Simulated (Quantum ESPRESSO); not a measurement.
# Sn (I4/mmm) in Quantum ESPRESSO: a series of runs

The runs below take Sn through single point, with PBEsol.

All numbers are computed with Quantum ESPRESSO 7.5; they aren't measurements. Logs are shortened: lines on timing, memory, paths and dates and some standing lists are left out, and cuts for length are marked.

### 1 The crystal as given

It takes space group I4/mmm (No. 139, tetragonal). Conventional cell: a = 3.789 Å, b = 3.789 Å, c = 3.638 Å, α = 90.00°, β = 90.00°, γ = 90.00°. Sn (site symmetry 4/mmm) is surrounded by 10 Sn at 3.24 to 3.64 Å.

This isn't the form of Sn at room conditions, which is tetragonal (white tin).

### 2 Single point, PBEsol, 26.12 Å³/atom

The input, pw.in:

```
&CONTROL
  calculation = 'scf'
  prefix = 'pwscf'
  outdir = './tmp'
  pseudo_dir = './pseudo'
  tprnfor = .true.
  tstress = .true.
  disk_io = 'nowf'
/
&SYSTEM
  ibrav = 0
  nat = 1
  ntyp = 1
  ecutwfc = 68
  ecutrho = 544
  nbnd = 13
  occupations = 'smearing'
  smearing = 'fd'
  degauss = 0.00367493
/
&ELECTRONS
  conv_thr = 2d-10
  electron_maxstep = 120
  mixing_beta = 0.5
/
ATOMIC_SPECIES
Sn   118.7100 sn_pbesol_v1.4.uspp.F.UPF
CELL_PARAMETERS angstrom
  -1.8946518192    1.8946518192    1.8188657464
   1.8946518192   -1.8946518192    1.8188657464
   1.8946518192    1.8946518192   -1.8188657464
ATOMIC_POSITIONS crystal
Sn     0.0000000000    0.0000000000    0.0000000000
K_POINTS automatic
10 10 10 0 0 0
```

Potentials or basis: GBRV 1.5 PBEsol.

Run with:

```
$ OMP_NUM_THREADS=1 mpirun -n 2 pw.x -nk 2 -in pw.in > pw.out
```

pw.out:

```text
This program is part of the open-source Quantum ESPRESSO suite
     for quantum simulation of materials; please cite
         "P. Giannozzi et al., J. Phys.:Condens. Matter 21 395502 (2009);
         "P. Giannozzi et al., J. Phys.:Condens. Matter 29 465901 (2017);
         "P. Giannozzi et al., J. Chem. Phys. 152 154105 (2020);
     in publications or presentations arising from this work. More details at

     Message from routine setup:
     using ibrav=0 with symmetry is DISCOURAGED, use correct ibrav instead

     K-points division:     npool     =       2
     Subspace diagonalization in iterative solution of the eigenvalue problem:
     a serial algorithm will be used

     G-vector sticks info
     --------------------
     sticks:   dense  smooth     PW     G-vecs:    dense   smooth      PW
     Sum        1509     749    265                37797    13331    2795

     Using Slab Decomposition

     bravais-lattice index     =            0
     lattice parameter (alat)  =       6.1198  a.u.
     unit-cell volume          =     176.2447 (a.u.)^3
     number of atoms/cell      =            1
     number of atomic types    =            1
     number of electrons       =        14.00
     number of Kohn-Sham states=           13
     kinetic-energy cutoff     =      68.0000  Ry
     charge density cutoff     =     544.0000  Ry
     scf convergence threshold =      2.0E-10
     mixing beta               =       0.5000
     number of iterations used =            8  plain     mixing
     Exchange-correlation= SLA  PW   PSX  PSC
                           (   1   4  10   8   0   0   0)

     celldm(1)=   6.119820  celldm(2)=   0.000000  celldm(3)=   0.000000
     celldm(4)=   0.000000  celldm(5)=   0.000000  celldm(6)=   0.000000

     crystal axes: (cart. coord. in units of alat)
               a(1) = (  -0.585045   0.585045   0.561644 )
               a(2) = (   0.585045  -0.585045   0.561644 )
               a(3) = (   0.585045   0.585045  -0.561644 )

     reciprocal axes: (cart. coord. in units 2 pi/alat)
               b(1) = ( -0.000000  0.854634  0.890244 )
               b(2) = (  0.854634 -0.000000  0.890244 )
               b(3) = (  0.854634  0.854634  0.000000 )

     PseudoPot. # 1 for Sn read from file:
     sn_pbesol_v1.4.uspp.F.UPF
     Pseudo is Ultrasoft + core correction, Zval = 14.0
     Generated by new atomic code, or converted to UPF format
     Using radial grid of  891 points,  6 beta functions with:
                l(1) =   0
                l(2) =   0
                l(3) =   1
                l(4) =   1
                l(5) =   2
                l(6) =   2
     Q(r) pseudized with  8 coefficients,  rinner =    1.350   1.350   1.350
                                                       1.350   1.350

     atomic species   valence    mass     pseudopotential
     Sn               14.00   118.71000     Sn( 1.00)

     16 Sym. Ops., with inversion, found

   Cartesian axes

     site n.     atom                  positions (alat units)
         1        Sn     tau(   1) = (   0.0000000   0.0000000   0.0000000  )

     number of k points=   102  Fermi-Dirac smearing, width (Ry)=  0.0037

     Number of k-points >= 100: set verbosity='high' to print them.

     Dense  grid:    37797 G-vectors     FFT dimensions: (  45,  45,  45)

     Smooth grid:    13331 G-vectors     FFT dimensions: (  36,  36,  36)

     Initial potential from superposition of free atoms

     starting charge      13.0000, renormalised to      14.0000
     Starting wfcs are    9 randomized atomic wfcs +    4 random wfcs

     Self-consistent Calculation

     iteration #  1     ecut=    68.00 Ry     beta= 0.50
     Davidson diagonalization with overlap
     ethr =  1.00E-02,  avg # of iterations =  7.3

     total energy              =    -158.64719121 Ry
     estimated scf accuracy    <       1.15621376 Ry

     iteration #  2     ecut=    68.00 Ry     beta= 0.50
     Davidson diagonalization with overlap
     ethr =  8.26E-03,  avg # of iterations =  2.0

     total energy              =    -158.91630214 Ry
     estimated scf accuracy    <       0.01154449 Ry

     iteration #  3     ecut=    68.00 Ry     beta= 0.50
     Davidson diagonalization with overlap
     ethr =  8.25E-05,  avg # of iterations =  4.5

     total energy              =    -158.91757263 Ry
     estimated scf accuracy    <       0.00294631 Ry

     iteration #  4     ecut=    68.00 Ry     beta= 0.50
     Davidson diagonalization with overlap
     ethr =  2.10E-05,  avg # of iterations =  2.5

     total energy              =    -158.91793619 Ry
     estimated scf accuracy    <       0.00032102 Ry

     iteration #  5     ecut=    68.00 Ry     beta= 0.50
     Davidson diagonalization with overlap
     ethr =  2.29E-06,  avg # of iterations =  3.9

     total energy              =    -158.91804631 Ry
     estimated scf accuracy    <       0.00001415 Ry

     iteration #  6     ecut=    68.00 Ry     beta= 0.50
     Davidson diagonalization with overlap
     ethr =  1.01E-07,  avg # of iterations =  1.7

     total energy              =    -158.91804261 Ry
     estimated scf accuracy    <       0.00000682 Ry

     iteration #  7     ecut=    68.00 Ry     beta= 0.50
     Davidson diagonalization with overlap
     ethr =  4.87E-08,  avg # of iterations =  2.0

     total energy              =    -158.91804452 Ry
     estimated scf accuracy    <          2.9E-09 Ry

     iteration #  8     ecut=    68.00 Ry     beta= 0.50
     Davidson diagonalization with overlap
     ethr =  2.09E-11,  avg # of iterations =  6.2

     total energy              =    -158.91804456 Ry
     estimated scf accuracy    <          4.0E-09 Ry

     iteration #  9     ecut=    68.00 Ry     beta= 0.50
     Davidson diagonalization with overlap
     ethr =  2.09E-11,  avg # of iterations =  2.0

     End of self-consistent calculation

     Number of k-points >= 100: set verbosity='high' to print the bands.

     the Fermi energy is    11.3017 ev

!    total energy              =    -158.91804456 Ry
     estimated scf accuracy    <          3.7E-11 Ry
     smearing contrib. (-TS)   =      -0.00036415 Ry
     internal energy E=F+TS    =    -158.91768041 Ry

     The total energy is F=E-TS. E is the sum of the following terms:
     one-electron contribution =     -51.68316495 Ry
     hartree contribution      =      36.29989516 Ry
     xc contribution           =     -42.56237015 Ry
     ewald contribution        =    -100.97204047 Ry

     convergence has been achieved in   9 iterations

     Forces acting on atoms (cartesian axes, Ry/au):

     atom    1 type  1   force =     0.00000000    0.00000000    0.00000000

     Total force =     0.000000     Total SCF correction =     0.000000

     Computing stress (Cartesian axis) and pressure

          total   stress  (Ry/bohr**3)                   (kbar)     P=       -3.39
   0.00003901  -0.00000000  -0.00000000            5.74       -0.00       -0.00
  -0.00000000   0.00003901  -0.00000000           -0.00        5.74       -0.00
  -0.00000000  -0.00000000  -0.00014724           -0.00       -0.00      -21.66

=------------------------------------------------------------------------------=
   JOB DONE.
=------------------------------------------------------------------------------=
```

Run time: 23 s. Hardware: 2 MPI ranks of Intel Xeon Platinum 8259CL at 2.50GHz (Skylake/Cascade Lake), shared host; peak memory 0.26 GiB.

Results:

- Free energy: -2162.1901 eV
- Pressure: -0.3 GPa
- Band gap on the k mesh: none (metal or under the smearing width)

### 3 Single point, PBEsol, 26.66 Å³/atom

pw.in: that of step 2 with these lines changed.

```diff
@@ -28,5 +28,5 @@
 CELL_PARAMETERS angstrom
-  -1.8946518192    1.8946518192    1.8188657464
-   1.8946518192   -1.8946518192    1.8188657464
-   1.8946518192    1.8946518192   -1.8188657464
+  -1.8946518192    1.8946518192    1.8567587828
+   1.8946518192   -1.8946518192    1.8567587828
+   1.8946518192    1.8946518192   -1.8567587828
 ATOMIC_POSITIONS crystal
```

Potentials or basis: GBRV 1.5 PBEsol.

Run with:

```
$ OMP_NUM_THREADS=1 mpirun -n 2 pw.x -nk 2 -in pw.in > pw.out
```

It took 23 s on 2 MPI ranks of Intel Xeon Platinum 8259CL at 2.50GHz (Skylake/Cascade Lake), shared host; peak memory 0.26 GiB.

Results (log left out):

```
Free energy            : -2162.1819 eV
Pressure               : -1.5 GPa
Band gap on the k mesh : none (metal or under the smearing width)
```
